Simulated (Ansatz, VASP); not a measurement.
Two plane-wave programs on Se

```xyz
3
Lattice="3.9535 0.0000 0.0000 -1.9767 3.4238 0.0000 0.0000 0.0000 5.1205" Properties=species:S:1:pos:R:3 pbc="T T T"
Se   -0.9711    3.4238    1.7068
Se    3.4507    0.8709    3.4137
Se    1.4739    2.5529    5.1205
```

Alike in both runs: task single point; functional LDA; k mesh 9 × 9 × 6; occupations gaussian, width 0.01 eV; no spin polarisation.

```csv
,VASP,Ansatz
version,VASP 6.6.1,Ansatz 0.2.0
potentials or method,"VASP PAW LDA potentials, release 64 (Se)","plane waves (420 eV) with PAW, scalar-relativistic"
plane-wave cutoff (eV),520,420
valence electrons in the cell,18,48
```

```tsv
	VASP	Ansatz	Ansatz less VASP
pressure (GPa)	0.2	0.0	-0.23
largest component of the traceless stress (GPa)	0.08	0.02	-0.065
```

The two sets of potentials don't hold the same shells in valence. Ansatz warned: «pseudo_functional_mismatch».
